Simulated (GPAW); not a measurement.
# HgSe (F-43m) in GPAW: single point with PBE

Aim: the single point of HgSe with PBE.

All numbers are computed with GPAW 26.7.0; they aren't measurements. Logs are shortened: lines on timing, memory, paths and dates and some standing lists are left out, and cuts for length are marked. The log counts tension as positive stress, the text compression.

### Step 1. The structure

The structure is cubic, space group F-43m (No. 216). The conventional cell has a = 6.078 Å, b = 6.078 Å, c = 6.078 Å, α = 90.00°, β = 90.00°, γ = 90.00°. Around Hg (site symmetry -43m) lie 4 Se at 2.63 Å. Around Se (site symmetry -43m) lie 4 Hg at 2.63 Å.

### Step 2. Single point, PBE

The input, run.py:

```python
import spglib
from ase import Atoms
from ase.dft.bandgap import bandgap
from ase.io import read, write
from ase.units import GPa
from gpaw import GPAW, PW

atoms = read('HgSe.cif')
cell, positions, numbers = spglib.find_primitive(
    (atoms.cell[:], atoms.get_scaled_positions(), atoms.numbers), symprec=1e-4)
atoms = Atoms(numbers, cell=cell, scaled_positions=positions, pbc=True)

calc = GPAW(mode=PW(250),
            xc='PBE',
            kpts={'size': (6, 6, 6), 'gamma': True},
            occupations={'name': 'fermi-dirac', 'width': 0.05},
            nbands=18,
            convergence={'density': 1e-05, 'energy': 1e-05},
            maxiter=75,
            txt='gpaw.txt')
atoms.calc = calc
energy = atoms.get_potential_energy()
forces = atoms.get_forces()
stress = atoms.get_stress()
calc.write('gs.gpw')
write('result.traj', atoms)
print(f'Energy: {energy:.6f} eV')
print('Forces (eV/A):')
print(forces.round(4))
print('Stress (GPa):', (stress / GPa).round(3))
print('Fermi level:', round(calc.get_fermi_level(), 4), 'eV')
print(f'Gap: {bandgap(calc)[0]:.4f} eV, direct: {bandgap(calc, direct=True)[0]:.4f} eV')
```

The input, HgSe.cif:

```cif
data_HgSe
_cell_length_a 6.07800000
_cell_length_b 6.07800000
_cell_length_c 6.07800000
_cell_angle_alpha 90.00000000
_cell_angle_beta 90.00000000
_cell_angle_gamma 90.00000000
_space_group_name_H-M_alt 'F-43m'
_space_group_name_Hall 'F -4 2 3'
_space_group_IT_number 216
loop_
_space_group_symop_operation_xyz
'x,y,z'
'y,-x,-z'
'-x,-y,z'
'-y,x,-z'
'x,-y,-z'
'y,x,z'
'-x,y,-z'
'-y,-x,z'
'z,x,y'
'-z,y,-x'
'z,-x,-y'
'-z,-y,x'
'-z,x,-y'
'z,y,x'
'-z,-x,y'
'z,-y,-x'
'y,z,x'
'-x,-z,y'
'-y,z,-x'
'x,-z,-y'
'-y,-z,x'
'x,z,y'
'y,-z,-x'
'-x,z,-y'
'x,y+1/2,z+1/2'
'y,-x+1/2,-z+1/2'
'-x,-y+1/2,z+1/2'
'-y,x+1/2,-z+1/2'
'x,-y+1/2,-z+1/2'
'y,x+1/2,z+1/2'
'-x,y+1/2,-z+1/2'
'-y,-x+1/2,z+1/2'
'z,x+1/2,y+1/2'
'-z,y+1/2,-x+1/2'
'z,-x+1/2,-y+1/2'
'-z,-y+1/2,x+1/2'
'-z,x+1/2,-y+1/2'
'z,y+1/2,x+1/2'
'-z,-x+1/2,y+1/2'
'z,-y+1/2,-x+1/2'
'y,z+1/2,x+1/2'
'-x,-z+1/2,y+1/2'
'-y,z+1/2,-x+1/2'
'x,-z+1/2,-y+1/2'
'-y,-z+1/2,x+1/2'
'x,z+1/2,y+1/2'
'y,-z+1/2,-x+1/2'
'-x,z+1/2,-y+1/2'
'x+1/2,y,z+1/2'
'y+1/2,-x,-z+1/2'
'-x+1/2,-y,z+1/2'
'-y+1/2,x,-z+1/2'
'x+1/2,-y,-z+1/2'
'y+1/2,x,z+1/2'
'-x+1/2,y,-z+1/2'
'-y+1/2,-x,z+1/2'
'z+1/2,x,y+1/2'
'-z+1/2,y,-x+1/2'
'z+1/2,-x,-y+1/2'
'-z+1/2,-y,x+1/2'
'-z+1/2,x,-y+1/2'
'z+1/2,y,x+1/2'
'-z+1/2,-x,y+1/2'
'z+1/2,-y,-x+1/2'
'y+1/2,z,x+1/2'
'-x+1/2,-z,y+1/2'
'-y+1/2,z,-x+1/2'
'x+1/2,-z,-y+1/2'
'-y+1/2,-z,x+1/2'
'x+1/2,z,y+1/2'
'y+1/2,-z,-x+1/2'
'-x+1/2,z,-y+1/2'
'x+1/2,y+1/2,z'
'y+1/2,-x+1/2,-z'
'-x+1/2,-y+1/2,z'
'-y+1/2,x+1/2,-z'
'x+1/2,-y+1/2,-z'
'y+1/2,x+1/2,z'
'-x+1/2,y+1/2,-z'
'-y+1/2,-x+1/2,z'
'z+1/2,x+1/2,y'
'-z+1/2,y+1/2,-x'
'z+1/2,-x+1/2,-y'
'-z+1/2,-y+1/2,x'
'-z+1/2,x+1/2,-y'
'z+1/2,y+1/2,x'
'-z+1/2,-x+1/2,y'
'z+1/2,-y+1/2,-x'
'y+1/2,z+1/2,x'
'-x+1/2,-z+1/2,y'
'-y+1/2,z+1/2,-x'
'x+1/2,-z+1/2,-y'
'-y+1/2,-z+1/2,x'
'x+1/2,z+1/2,y'
'y+1/2,-z+1/2,-x'
'-x+1/2,z+1/2,-y'
loop_
_atom_site_label
_atom_site_type_symbol
_atom_site_symmetry_multiplicity
_atom_site_Wyckoff_symbol
_atom_site_fract_x
_atom_site_fract_y
_atom_site_fract_z
_atom_site_occupancy
Hg1 Hg 4 a 0.0000000000 0.0000000000 0.0000000000 1
Se1 Se 4 c 0.2500000000 0.2500000000 0.2500000000 1
```

Potentials or basis: GPAW PAW data sets (gpaw-data 1.2.1), pw.

Command:

```bash
$ OMP_NUM_THREADS=1 python run.py
```

gpaw.txt:

```text
__  _  _
 | _ |_)|_||  |
 |__||  | ||/\| - 26.7.0

Input parameters:
  mode=PW(ecut=250.0),
  convergence={'density': 1e-05, 'energy': 1e-05},
  kpts=MonkhorstPack(size=(6, 6, 6), gamma=True),
  maxiter=75,
  nbands=18,
  occupations=Occupations(name='fermi-dirac', width=0.05),
  xc=XC(name='PBE')

Diagonalizing LCAO Hamiltonian
Converting LCAO to pw mode

            Se

       Hg

Atoms  # Å, Bohr magnetons
|   | symbol |        x |        y |        z |    initial magnetic moments |
|---|--------|----------|----------|----------|-----------------------------|
| 0 |     Hg | 0.000000 | 0.000000 | 0.000000 | ( 0.0000,  0.0000,  0.0000) |
| 1 |     Se | 1.519500 | 1.519500 | 1.519500 | ( 0.0000,  0.0000,  0.0000) |

Unit cell  # Å
| periodic |        x |        y |        z |  lengths |    angles |
|----------|----------|----------|----------|----------|-----------|
|      yes | 0.000000 | 3.039000 | 3.039000 | 4.297795 | 60.000000 |
|      yes | 3.039000 | 0.000000 | 3.039000 | 4.297795 | 60.000000 |
|      yes | 3.039000 | 3.039000 | 0.000000 | 4.297795 | 60.000000 |

Number of symmetries: 24
Symmetry operations  # r_c * U_cc + t_c -> r_c
|    | kind |            matrix            |
|----|------|------------------------------|
|  0 |  E   |  1, 0, 0,  0, 1, 0,  0, 0, 1 |
|  1 |  σ   |  1, 0, 0,  0, 0, 1,  0, 1, 0 |
|  2 |  σ   |  1, 0,-1,  0, 1,-1,  0, 0,-1 |
|  3 |  C3  |  1, 0,-1,  0, 0,-1,  0, 1,-1 |
|  4 |  C3  |  1,-1, 0,  0,-1, 1,  0,-1, 0 |
|  5 |  σ   |  1,-1, 0,  0,-1, 0,  0,-1, 1 |
|  6 |  σ   |  0, 1, 0,  1, 0, 0,  0, 0, 1 |
|  7 |  C3  |  0, 1, 0,  0, 0, 1,  1, 0, 0 |
|  8 |  C2  |  0, 1,-1,  1, 0,-1,  0, 0,-1 |
|  9 |  S4  |  0, 1,-1,  0, 0,-1,  1, 0,-1 |
| 10 |  C3  |  0, 0, 1,  1, 0, 0,  0, 1, 0 |
| 11 |  σ   |  0, 0, 1,  0, 1, 0,  1, 0, 0 |
| 12 |  S4  |  0, 0,-1,  1, 0,-1,  0, 1,-1 |
| 13 |  C3  |  0, 0,-1,  0, 1,-1,  1, 0,-1 |
| 14 |  S4  |  0,-1, 1,  1,-1, 0,  0,-1, 0 |
| 15 |  C2  |  0,-1, 1,  0,-1, 0,  1,-1, 0 |
| 16 |  C3  |  0,-1, 0,  1,-1, 0,  0,-1, 1 |
| 17 |  S4  |  0,-1, 0,  0,-1, 1,  1,-1, 0 |
| 18 |  S4  | -1, 1, 0, -1, 0, 1, -1, 0, 0 |
| 19 |  C3  | -1, 1, 0, -1, 0, 0, -1, 0, 1 |
| 20 |  C3  | -1, 0, 1, -1, 1, 0, -1, 0, 0 |
| 21 |  S4  | -1, 0, 1, -1, 0, 0, -1, 1, 0 |
| 22 |  σ   | -1, 0, 0, -1, 1, 0, -1, 0, 1 |
| 23 |  C2  | -1, 0, 0, -1, 0, 1, -1, 1, 0 |

BZ-sampling:
  Number of BZ points: 216
  Number of IBZ points: 16

  Monkhorst-Pack size: [6, 6, 6]
  Monkhorst-Pack shift: [0.08333333333333333, 0.08333333333333333, 0.08333333333333333]

K-points  # in reciprocal-cell coordinates
|     |                                coordinates |     weight |
|-----|--------------------------------------------|------------|
|   0 | (  0.00000000,   0.00000000,   0.00000000) | 0.00462963 |
|   1 | (  0.16666667,   0.16666667,   0.00000000) | 0.02777778 |
|   2 | (  0.16666667,   0.16666667,   0.16666667) | 0.03703704 |
|   3 | (  0.33333333,   0.16666667,   0.16666667) | 0.05555556 |
|   4 | (  0.33333333,   0.33333333,  -0.33333333) | 0.05555556 |
|   5 | (  0.33333333,   0.33333333,   0.00000000) | 0.02777778 |
|   6 | (  0.33333333,   0.33333333,   0.16666667) | 0.11111111 |
|   7 | (  0.33333333,   0.33333333,   0.33333333) | 0.03703704 |
|   8 | (  0.50000000,   0.33333333,  -0.33333333) | 0.11111111 |
|   9 | (  0.50000000,   0.33333333,  -0.16666667) | 0.05555556 |
| ... |                                            |            |
|  15 | (  0.50000000,   0.50000000,   0.50000000) | 0.01851852 |

Plane wave coefficients: 531
Cutoff: 250.0 eV

Spin-components: 1 (collinear spins)
Bands:           18
Projectors:      11
Spin-degeneracy: 2
Datatype:        complex128

Parallelization:
  kpt:    1
  domain: 1
  band:   1

Density:
  Valence electrons: 24.0
  Components: 1
  Grid points: [16 16 16]
  Charge: 0.0  # |e|

Potential:
  Grid points: [16 16 16]

species:
  Hg:
    name:    Mercury
    Z:       80.0
    valence: 18
    core:    62
    charge:  0.0  # [|e|]
    compensation charges:
      type: gauss
      rc: 0.41  # [Å]
      lmax: 2
    cutoffs:
      filter: 2.17  # [Å]
      core: 2.06  # [Å]
    projectors
    | kind |    occ | energy [eV] | rcut [Å] |
    |------|--------|-------------|----------|
    |   6s |  2.000 |      -6.783 |    1.307 |
    |   5p |  6.000 |     -66.572 |    1.291 |
    |   6p |  0.000 |      -1.056 |    1.291 |
    |   5d | 10.000 |      -9.891 |    1.302 |
    |    s |        |      20.429 |    1.307 |
    |    d |        |      17.320 |    1.302 |

    Using partial waves for Hg as LCAO basis

  Se:
    name:    Selenium
    Z:       34.0
    valence: 6
    core:    28
    charge:  0.0  # [|e|]
    compensation charges:
      type: gauss
      rc: 0.27  # [Å]
      lmax: 2
    cutoffs:
      filter: 1.77  # [Å]
      core: 2.67  # [Å]
    projectors
    | kind |    occ | energy [eV] | rcut [Å] |
    |------|--------|-------------|----------|
    |   4s |  2.000 |     -17.277 |    0.847 |
    |   4p |  4.000 |      -6.512 |    1.005 |
    |    s |        |       9.935 |    0.847 |
    |    p |        |      20.699 |    1.005 |
    |    d |        |       0.000 |    0.847 |

    Using partial waves for Se as LCAO basis

Reference energy: -599259.310858  # eV

eigensolver:
  PPCG
  Converge bands: occupied
  niter=2

density mixing:
  MSR1-Mixer
  Pratt-step length: 0.05
  Maximum mixing coefficient: 0.75
  Old densities: 10
  SVD Regularization: 0.005
  Good broyden scale: 1.0
  Trust region scale: 1.0
  Backstep threshold: 4.0
  History deletion threshold: 6.0
  Fourier metric: weight=20.0, sigma=0.015

occupation numbers:
  Fermi-Dirac:
    width: 0.0500  # eV

poisson solver:
  ecut: 2000.0  # eV

xc functional:
  name: PBE with 2 nearest neighbor stencil

convergence criteria:
- Maximum integral of absolute [dens]ity change: 1e-05 electrons / valence electron
- Maximum [total energy] change in last 3 cyles: 1e-05 eV / valence electron
- Maximum integral of absolute [eigenst]ate change: 4e-08 eV^2 / valence electron
maximum number of iterations: 75

SCF iterations
|iter     | |      energy | eigst |  dens |
|---------|-|-------------|-------|-------|
|iter:   1| |   -3.708700 | -0.70 |       |
|iter:   2| |   -3.631494 | -2.59 | -1.37 |
|iter:   3| |   -3.389866 | -2.06 | -1.42 |
|iter:   4| |   -3.389871 | -3.68 | -1.94 |
|iter:   5| |   -3.390236 | -4.19 | -2.30 |
|iter:   6| |   -3.390286 | -5.48 | -3.27 |
|iter:   7| |   -3.390296c| -6.02 | -3.80 |
|iter:   8| |   -3.390296c| -7.27 | -4.59 |
|iter:   9| |   -3.390296c| -7.94c| -5.05c|

Converged in 9 steps
Energy contributions relative to reference atoms: (reference = -599259.310858)

Energy contributions:
  Kinetic:           0.420899
  Coulomb:           1.627887
  Zero:              0.392914
  External:          0.000000
  Xc:               -5.831499
  Entropy:          -0.000994
  Spinorbit:         0.000000
  ----------------------------
  Free energy:      -3.390794
  Extrapolated:     -3.390296

dipole moment: (-24.791766, -24.791766, -24.791766)  # |e|*Ang

Fermi level: 4.524
Eigenvalues  # (at kpt = [0.000, 0.000, 0.000])
| band index |      eig [eV] | occ [0-2] |
|------------|---------------|-----------|
|          0 |       -58.703 |     2.000 |
|        ... |               |           |
|          5 |        -2.711 |     2.000 |
|          6 |        -2.711 |     2.000 |
|          7 |        -1.971 |     2.000 |
|          8 |        -1.971 |     2.000 |
|          9 |         3.570 |     2.000 |
|         10 |         4.486 |     1.358 |
|         11 |         4.486 |     1.358 |
|         12 |         4.486 |     1.358 |
|         13 |         9.974 |     0.000 |
|         14 |         9.974 |     0.000 |
|         15 |         9.974 |     0.000 |
|         16 |        13.015 |     0.000 |
|         17 |        15.854 |     0.000 |

No gap
No difference between direct/indirect transitions

Forces  # eV/Ang
|       x |       y |       z |
|---------|---------|---------|
| 0.00000 | 0.00000 | 0.00000 |  # Hg   0
| 0.00000 | 0.00000 | 0.00000 |  # Se   1

Stress tensor  # eV/Ang^3
|         x |         y |         z |
|-----------|-----------|-----------|
|  0.017561 |  0.000000 | -0.000000 |
|  0.000000 |  0.017561 | -0.000000 |
| -0.000000 | -0.000000 |  0.017561 |

# Writing to gs.gpw (mode='')
```

It took 2.6 s on 1 thread of Intel Xeon 6975P-C (Granite Rapids), shared host; peak memory 0.13 GiB.

These settings aren't checked as converged: the numbers below hold their error.

What came out:

```yaml
Free_energy: -3.3908 eV
Pressure: -2.8 GPa
Band_gap_on_the_k_mesh: none (metal or under the smearing width)
```

Caveat: the cutoff is short for stress and forces, so pressures can be off by a GPa or more.
